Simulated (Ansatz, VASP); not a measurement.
## PtS2 in VASP and in Ansatz

Contents of INCAR:

```
PREC = Accurate ; ENCUT = 520
EDIFF = 1E-6 ; ISMEAR = 0
SIGMA = 0.05 ; LREAL = F
LASPH = T ; NELM = 80
ALGO = Normal ; ISIF = 2
LWAVE = F ; LCHARG = F
GGA = PE ; NBANDS = 18
```

File KPOINTS:

```
regular mesh
0
Gamma
  12 12 8
```

File POSCAR:

```
PtS2
1.0
    3.7203594496      0.0000000000      0.0000000000
   -1.8601797248      3.2219257945      0.0000000000
    0.0000000000      0.0000000000      5.1647700000
Pt S
1 2
Direct
    0.0000000000      0.0000000000      0.0000000000
    0.3333333333      0.6666666667      0.2500000000
    0.6666666667      0.3333333333      0.7500000000
```

Input for Ansatz:

```yaml
crystal:
  lattice:
    - [3.7203594496, 0.0, 0.0]
    - [-1.8601797248, 3.2219257945, 0.0]
    - [0.0, 0.0, 5.16477]
  atoms:
    - { symbol: Pt, position: [0.0, 0.0, 0.0] }
    - { symbol: S, position: [0.3333333333, 0.6666666667, 0.25] }
    - { symbol: S, position: [0.6666666667, 0.3333333333, 0.75] }
basis:
  ecutwfc: 420
kpoints:
  mp_grid: { grid: [12, 12, 8] }
hamiltonian:
  xc: pbe
scf:
  occupations: { method: gaussian, width: 0.05 }
output:
  forces: true
  stress: true
  eigenvalues: true
```

Change from the starting cell: strain +0.050 along x and y, +0.025 along z, atoms carried along.

Alike in both runs: task single point; functional PBE; k mesh 12 × 12 × 8; occupations gaussian, width 0.05 eV; no spin polarisation.

```csv
,VASP,Ansatz
version,VASP 6.6.1,Ansatz 0.2.0
potentials or method,"VASP PAW PBE potentials, release 64 (Pt, S)","scalar-relativistic, plane waves, PAW"
plane-wave cutoff (eV),520,420
valence electrons in the cell,22,30
```

Ansatz gave:

| Property | Result |
| --- | --- |
| gap on the k mesh at the Fermi level (eV) | 0.35 |
| least direct gap on the mesh (eV) | 0.65 |
| pressure (GPa) | -11.2 |
| largest component of the traceless stress (GPa) | 2.57 |
| rms of the force components (eV/Å) | 0.667 |

Task: Which values does VASP return?

Result: gap on the k mesh at the Fermi level (eV): 0.35; least direct gap on the mesh (eV): 0.65; pressure (GPa): -11.5; largest component of the traceless stress (GPa): 2.66; rms of the force components (eV/Å): 0.679.

Atom by atom the forces differ by 0.012 eV/Å (rms over components). The two sets of potentials don't hold the same shells in valence.

Caveats: spin-orbit coupling is left out, which moves the levels of the heavy elements; the cell's inner coordinates are idealised or old, which leaves forces on the atoms.
